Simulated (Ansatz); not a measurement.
The system is Te.

```
Te
1.0
     4.45400    0.00000    0.00000
    -2.22700    3.85728    0.00000
     0.00000    0.00000    5.92400
Te
3
Direct
  0.73100 0.73100 0.00000
  0.00000 0.26900 0.66667
  0.26900 0.00000 0.33333
```

Base run:

| Quantity | Value |
| --- | --- |
| Program | Ansatz 0.2.0 |
| Functional | HSE06 form with a typed share of exact exchange |
| Potentials or basis | Ansatz PAW |
| Cutoff | 420 eV (not typed: the program's choice for these potentials) |
| k mesh | 4 × 4 × 3 |
| Occupations | fermi-dirac, width 0.05 eV |
| Spin | no spin polarisation |

Its results: band gap on the k mesh 1.29 eV, indirect (least direct gap 1.50 eV); pressure -0.2 GPa; largest force 0.308 eV/Å.

Problem. After a change of settings the same cell gave: band gap on the k mesh 1.52 eV, indirect (least direct gap 1.73 eV); pressure -0.3 GPa; largest force 0.377 eV/Å. Which change was it?
A. screening (1/å) from 0.2 to 0.3
B. screening (1/å) from 0.2 to 0.4
C. screening (1/å) from 0.2 to 0.1
D. screening (1/å) from 0.2 to 0.6

Solution. C.

Caveats: odd divisions of the mesh miss points on the zone boundary, where band edges often lie, so the gap on the mesh can be too wide; spin-orbit coupling is left out, which moves the levels of the heavy elements; the PAW data sets come from PBE, with cores solved anew for the run's functional, which leaves a small shift of forces and pressure; the thresholds are loose for stress.

Runs at the PBE level aren't shown here.
